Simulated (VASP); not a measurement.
Write the native input for VASP 6.6.1 that does the following.

- Task: single point
- Functional: RPBE
- Dispersion: D3(BJ)
- Potentials or basis: VASP PAW PBE potentials, release 64 (Mg)
- Cutoff: 520 eV
- k mesh: 10 × 10 × 10
- Occupations: gaussian, width 0.15 eV
- Spin: no spin polarisation
- Dipole correction: no
- Further INCAR settings: ALGO = Fast; EDIFF = 1e-07; NBANDS = 7

The structure of Mg lies in POSCAR:

```
Mg
1.0
    0.0000000000      2.2291934254      2.2291934254
    2.2291934254      0.0000000000      2.2291934254
    2.2291934254      2.2291934254      0.0000000000
Mg
1
Direct
    0.0000000000      0.0000000000      0.0000000000
```

This isn't the form of Mg at room conditions, which is hcp.

The cell isn't the ideal one: volume scaled by 0.98.

The input as run:

INCAR

```
ALGO = Fast
EDIFF = 1E-7
ENCUT = 520
GGA = RP
ISIF = 2
ISMEAR = 0
IVDW = 12
LASPH = T
LCHARG = F
LREAL = F
LWAVE = F
NBANDS = 7
NELM = 60
PREC = Accurate
SIGMA = 0.15
```

KPOINTS

```
k-points
0
Gamma
  10 10 10
```

Potentials or basis: VASP PAW PBE potentials, release 64 (Mg).

Command:

```sh
$ cat potpaw_PBE.64/Mg/POTCAR > POTCAR
$ mpirun -np 1 vasp_std > vasp.out
```

Results of the run:

- Pressure: -12.2 GPa
- Band gap on the k mesh: none (metal or under the smearing width)
- Dispersion energy per atom: -1.347 eV

Caveat: the PAW data sets were made with another functional, which shifts forces and pressure a little; pairwise dispersion overbinds metals, which lowers pressure and volume.

Run time: 3.6 s on 1 thread of Intel(R) Xeon(R) Platinum 8488C (Sapphire Rapids) (shared host), peak memory 0.14 GiB.
